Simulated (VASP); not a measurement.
Here is a VASP 6.6.1 calculation.

Contents of INCAR:

```
SYSTEM = AlP
PREC = Accurate
ENCUT = 500
EDIFF = 1E-6
ISMEAR = 0
SIGMA = 0.01
LREAL = .False.
LASPH = .True.
NELM = 120
ALGO = Normal
ISIF = 2
LWAVE = .False.
LCHARG = .False.
GGA = PE
IVDW = 12
NBANDS = 11
GGA_COMPAT = .False.
```

File KPOINTS:

```
regular mesh
0
Gamma
  8 8 8
  0 0 0
```

POSCAR

```
AlP
1.0
    0.0000000000      2.7255000000      2.7255000000
    2.7255000000      0.0000000000      2.7255000000
    2.7255000000      2.7255000000      0.0000000000
Al P
1 1
Direct
    0.0000000000      0.0000000000      0.0000000000
    0.2500000000      0.2500000000      0.2500000000
```

Potentials or basis: VASP PAW PBE potentials, release 64 (Al, P).

Launch:

```console
$ cat potpaw_PBE.64/Al/POTCAR potpaw_PBE.64/P/POTCAR > POTCAR
$ mpirun -np 1 vasp_std > vasp.out
```

(1) Predict the band gap on the k mesh.

(2) What does it give for the dispersion energy per atom?

## Answers

(1) 1.57 eV, indirect (least direct gap 3.35 eV).

(2) -0.310 eV.

Caveat: three body term missing.

**The experiment to reproduce.**

From a printed reference work, data compilation, for a bulk crystal of AlP at 4.2 K: band gap 2.505 eV (indirect).

A measured gap of AlP is 2.505 eV (indirect; 4.2 K; a printed reference work, data compilation); the calculated 1.57 eV misses it by -0.94 eV. The value is that of PBE+D3(BJ) on a finite k mesh, which can miss the band edges, without temperature or zero-point motion. Semilocal functionals fall short of measured gaps as a rule.
